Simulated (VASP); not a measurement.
# VASP 6.6.1, r²SCAN single-point calculation, AlN (wurtzite)

INCAR

```
LELF = .TRUE.
LASPH = .TRUE.
NBANDS = 16
PREC = Accurate
NELM = 120
ISIF = 2
ISMEAR = 0
METAGGA = R2SCAN
LCHARG = .TRUE.
EDIFF = 1E-7
ENCUT = 520
SIGMA = 0.01
LWAVE = .FALSE.
NSW = 0
ALGO = Normal
LREAL = .FALSE.
IBRION = -1
```

KPOINTS

```
KPOINTS created by Atomic Simulation Environment
0
Gamma
12 12 6
0 0 0
```

KPOINTS_OPT

```
special points
6
Reciprocal
0.0000000000 0.0000000000 0.0000000000 1
0.5000000000 0.0000000000 0.0000000000 1
0.3333333333 0.3333333333 0.0000000000 1
0.0000000000 0.0000000000 0.5000000000 1
0.5000000000 0.0000000000 0.5000000000 1
0.3333333333 0.3333333333 0.5000000000 1
```

POSCAR

```
Al N
 1.0000000000000000
     3.1066937601619840    0.0000000000286508   -0.0000000000000000
    -1.5533468801058046    2.6904757180645529    0.0000000000000000
    -0.0000000000000000   -0.0000000000000000    4.9785915519235582
 Al  N
   2   2
Cartesian
 -0.0000000000165415  1.7936504787192520 -0.0164068123511574
  1.5533468800727215  0.8968252393739514  2.4728889636106222
 -0.0000000000165415  1.7936504787192520  1.8833786443224920
  1.5533468800727215  0.8968252393739514  4.3726744202842713
```

VASP ran with the recommended PBE PAW datasets (16 valence electrons in the cell).

Command

```
mpirun -np 1 vasp_std
```

OSZICAR

```
N       E                     dE             d eps       ncg     rms          rms(c)
DAV:   1     0.308940622989E+02    0.30894E+02   -0.75969E+03  2440   0.931E+02
DAV:   2    -0.434793458430E+02   -0.74373E+02   -0.68072E+02  3424   0.194E+02
DAV:   3    -0.470935221659E+02   -0.36142E+01   -0.36033E+01  3008   0.440E+01
DAV:   4    -0.471164808585E+02   -0.22959E-01   -0.22957E-01  3040   0.397E+00
DAV:   5    -0.471168038971E+02   -0.32304E-03   -0.32304E-03  3064   0.472E-01    0.126E+01
DAV:   6    -0.381427697208E+02    0.89740E+01   -0.82236E+00  2776   0.203E+01    0.516E+00
DAV:   7    -0.384159340086E+02   -0.27316E+00   -0.12194E+00  3008   0.731E+00    0.337E+00
DAV:   8    -0.384646934165E+02   -0.48759E-01   -0.68694E-02  2520   0.267E+00    0.891E-01
DAV:   9    -0.384563118331E+02    0.83816E-02   -0.18590E-02  3200   0.110E+00    0.207E-01
DAV:  10    -0.384568293249E+02   -0.51749E-03   -0.20704E-03  2840   0.307E-01    0.954E-02
DAV:  11    -0.384567582935E+02    0.71031E-04   -0.10583E-04  3152   0.831E-02    0.245E-02
DAV:  12    -0.384567592078E+02   -0.91425E-06   -0.63392E-06  2712   0.194E-02    0.170E-02
DAV:  13    -0.384567541294E+02    0.50783E-05   -0.56631E-06  2880   0.195E-02    0.700E-03
DAV:  14    -0.384567526057E+02    0.15237E-05   -0.40438E-07  2680   0.559E-03    0.245E-03
DAV:  15    -0.384567524267E+02    0.17900E-06   -0.11236E-08  1496   0.995E-04    0.952E-04
DAV:  16    -0.384567523349E+02    0.91840E-07   -0.13638E-08  1392   0.851E-04
   1 F= -.38456752E+02 E0= -.38456752E+02  d E =-.185810E-69
       N       E                     dE             ncg
DAV:   1     0.207722097039E+04   -0.24726E+04      192
DAV:   2     0.168100215935E+04   -0.39622E+03      256
DAV:   3     0.166249840948E+04   -0.18504E+02      240
DAV:   4     0.166236294529E+04   -0.13546E+00      232
DAV:   5     0.166236064130E+04   -0.23040E-02      240
DAV:   6     0.166236058183E+04   -0.59468E-04      232
DAV:   7     0.166236058005E+04   -0.17827E-05      248
DAV:   8     0.166236058000E+04   -0.53830E-07      192
```

From OUTCAR

```
k-points           NKPTS =     76   k-points in BZ     NKDIM =     76   number of bands    NBANDS=     16

   NELECT =      16.0000    total number of electrons

   dimension x,y,z NGX =    24 NGY =   24 NGZ =   40
   dimension x,y,z NGXF=    48 NGYF=   48 NGZF=   80

  energy-cutoff  :      520.00
  volume of cell :       41.61
      direct lattice vectors                 reciprocal lattice vectors
     3.106693760  0.000000000  0.000000000     0.321885605  0.185840741  0.000000000
    -1.553346880  2.690475718  0.000000000    -0.000000000  0.371681481  0.000000000
     0.000000000  0.000000000  4.978591552     0.000000000  0.000000000  0.200860020

 k-points in reciprocal lattice and weights: KPOINTS created by Atomic Simulation Env
   0.00000000  0.00000000  0.00000000       0.001
   0.08333333  0.00000000  0.00000000       0.007
   0.16666667 -0.00000000  0.00000000       0.007
   0.25000000 -0.00000000  0.00000000       0.007
   0.33333333 -0.00000000  0.00000000       0.007
   0.41666667  0.00000000  0.00000000       0.007
   0.50000000 -0.00000000  0.00000000       0.003
   0.08333333  0.08333333  0.00000000       0.007
   ...

 E-fermi :   6.0394

 k-point     1 :       0.0000    0.0000    0.0000
  band No.  band energies     occupation
      1     -10.0625      2.00000
      2      -7.9408      2.00000
      3      -0.1515      2.00000
      4       5.0335      2.00000
      5       5.0335      2.00000
      6       5.6943      2.00000
      7       5.6943      2.00000
      8       5.9175      2.00000
      9      10.8380      0.00000
     10      13.4580      0.00000
     11      17.5337      0.00000
     12      17.9626      0.00000
     13      17.9626      0.00000
     14      20.0077      0.00000
     15      20.0418      0.00000
     16      20.0418      0.00000

 k-point     2 :       0.0833    0.0000    0.0000
  band No.  band energies     occupation
      1      -9.9733      2.00000
      2      -7.8907      2.00000
      3      -0.0438      2.00000
      4       4.6239      2.00000
      5       4.9144      2.00000
      6       5.2904      2.00000
      7       5.6817      2.00000
      8       5.8789      2.00000
      9      11.2528      0.00000
     10      13.8321      0.00000
     11      17.1101      0.00000
     12      17.3444      0.00000
     13      18.2352      0.00000
     14      19.7437      0.00000
     15      20.1021      0.00000
     16      20.1040      0.00000

 k-point     3 :       0.1667   -0.0000    0.0000
  band No.  band energies     occupation
      1      -9.7138      2.00000
      2      -7.7544      2.00000
      3       0.2736      2.00000
      4       3.6154      2.00000
      5       4.4117      2.00000
      6       4.6344      2.00000
      7       5.6149      2.00000
      8       5.7432      2.00000
      9      12.1252      0.00000
     10      14.5305      0.00000
     11      15.9309      0.00000
     12      16.5966      0.00000
     13      18.9840      0.00000
     14      19.2177      0.00000
     15      19.2989      0.00000
     16      19.5742      0.00000

 k-point     4 :       0.2500   -0.0000    0.0000
  band No.  band energies     occupation
      1      -9.3116      2.00000
      2      -7.5749      2.00000
      3       0.7809      2.00000
      4       2.4283      2.00000
      5       3.4304      2.00000
      6       4.3125      2.00000
      7       5.4758      2.00000
      8       5.4906      2.00000
      9      12.8593      0.00000
     10      14.3195      0.00000
     11      14.8200      0.00000
     12      16.9437      0.00000
     13      18.4225      0.00000
     14      18.7309      0.00000
     15      19.0722      0.00000
     16      20.1970      0.00000

 k-point     5 :       0.3333   -0.0000    0.0000
  band No.  band energies     occupation
      1      -8.8218      2.00000
      2      -7.4263      2.00000
      3       1.3718      2.00000
      4       1.4369      2.00000
      5       2.5508      2.00000
      6       4.0323      2.00000
      7       5.0445      2.00000
      8       5.3524      2.00000
      9      12.9085      0.00000
     10      13.3180      0.00000
     11      14.7318      0.00000
     12      17.2349      0.00000
     13      18.1347      0.00000
     14      18.6752      0.00000
     15      19.0598      0.00000
     16      21.4263      0.00000

 k-point     6 :       0.4167    0.0000    0.0000
  band No.  band energies     occupation
      1      -8.3493      2.00000
      2      -7.3886      2.00000
      3       0.6561      2.00000
      4       1.9174      2.00000
      5       2.1443      2.00000
      6       3.8458      2.00000
      7       4.4925      2.00000
      8       5.2483      2.00000
      9      12.5924      0.00000
     10      12.6313      0.00000
     11      14.9168      0.00000
     12      17.1657      0.00000
     13      17.7638      0.00000
     14      19.1187      0.00000
     15      19.4993      0.00000
     16      22.3402      0.00000

 k-point     7 :       0.5000   -0.0000    0.0000
  band No.  band energies     occupation
      1      -8.1148      2.00000
      2      -7.4260      2.00000
      3       0.4025      2.00000
      4       1.6970      2.00000
      5       2.5298      2.00000
      6       3.7807      2.00000
      7       4.1483      2.00000
      8       5.2100      2.00000
      9      12.3678      0.00000
     10      12.4811      0.00000
     11      14.9703      0.00000
     12      17.1768      0.00000
     13      17.6388      0.00000
     14      19.2160      0.00000
     15      19.7795      0.00000
     16      22.2315      0.00000

 k-point     8 :       0.0833    0.0833    0.0000
  band No.  band energies     occupation
      1      -9.7989      2.00000
      2      -7.7975      2.00000
      3       0.1689      2.00000
      4       4.0429      2.00000
      5       4.3264      2.00000
      6       4.9958      2.00000
      7       5.5670      2.00000
      8       5.7913      2.00000
      9      11.8931      0.00000
     10      14.4341      0.00000
     11      16.3823      0.00000
     12      16.5346      0.00000
     13      18.7850      0.00000
     14      19.1376      0.00000
     15      19.4784      0.00000
     16      20.2163      0.00000

 k-point     9 :       0.1667    0.0833    0.0000
  band No.  band energies     occupation
      1      -9.4673      2.00000
      2      -7.6386      2.00000
      3       0.5819      2.00000
      4       3.0236      2.00000
      5       3.5318      2.00000
      6       4.5643      2.00000
      7       5.3958      2.00000
      8       5.5922      2.00000
      9      12.7445      0.00000
     10      14.9432      0.00000
     11      15.1412      0.00000
     12      16.1622      0.00000
     13      18.4083      0.00000
     14      18.7913      0.00000
     15      19.5272      0.00000
     16      20.0147      0.00000

 k-point    10 :       0.2500    0.0833    0.0000
  band No.  band energies     occupation
      1      -9.0183      2.00000
      2      -7.4723      2.00000
      3       1.1656      2.00000
      4       1.9115      2.00000
      5       2.7960      2.00000
      6       4.0858      2.00000
      7       5.2153      2.00000
      8       5.2485      2.00000
      9      13.2401      0.00000
     10      13.8780      0.00000
     11      14.7576      0.00000
     12      16.8957      0.00000
     13      17.9089      0.00000
     14      18.4874      0.00000
     15      19.3121      0.00000
     16      21.0299      0.00000

 k-point    11 :       0.3333    0.0833    0.0000
  band No.  band energies     occupation
      1      -8.5267      2.00000
      2      -7.3800      2.00000
      3       1.0237      2.00000
      4       1.8533      2.00000
      5       2.1770      2.00000
      6       3.7233      2.00000
      7       4.7476      2.00000
      8       5.0619      2.00000
      9      12.8571      0.00000
     10      13.1479      0.00000
     11      14.9674      0.00000
     12      17.0965      0.00000
     13      17.6849      0.00000
     14      19.1004      0.00000
     15      19.1640      0.00000
     16      21.8574      0.00000

 k-point    12 :       0.4167    0.0833    0.0000
  band No.  band energies     occupation
      1      -8.1385      2.00000
      2      -7.4058      2.00000
      3       0.5338      2.00000
      4       1.8029      2.00000
      5       2.4801      2.00000
      6       3.5336      2.00000
      7       4.2313      2.00000
      8       4.9719      2.00000
      9      12.3739      0.00000
     10      12.9100      0.00000
     11      15.1376      0.00000
     12      17.1072      0.00000
     13      17.5848      0.00000
     14      19.1705      0.00000
     15      19.7356      0.00000
     16      22.2808      0.00000

 ...

  Total       -0.1014755     -0.1014755     -0.0956338     -0.0000000     -0.0000000      0.0000000
  in kB       -3.9069477     -3.9069477     -3.6820363     -0.0000000     -0.0000000      0.0000000
  external PRESSURE =      -3.8319772 kB  Pullay stress =       0.0000000 kB

 POSITION                                       TOTAL-FORCE (eV/Angst)
 -----------------------------------------------------------------------------------
     -0.00000      1.79365      4.96218        -0.000000     -0.000000     -0.002205
      1.55335      0.89683      2.47289         0.000000      0.000000     -0.002205
     -0.00000      1.79365      1.88338         0.000000      0.000000      0.002205
      1.55335      0.89683      4.37267         0.000000     -0.000000      0.002205
 -----------------------------------------------------------------------------------
    total drift:                               -0.000000     -0.000000     -0.017448

  FREE ENERGIE OF THE ION-ELECTRON SYSTEM (eV)
  ---------------------------------------------------
  free  energy   TOTEN  =       -38.4567523349 eV

  energy  without entropy=      -38.4567523349  energy(sigma->0) =      -38.45675233
```

* gap between bands v and c: 4.92 eV
* least direct gap: 4.92 eV
* pressure: -0.4 GPa

Band v is the last that the valence electrons fill when counted band by band, and c is the next.

The run took about 1.9 min on one core of a shared host (Intel Xeon Platinum 8488C) and held 0.21 GiB at most.
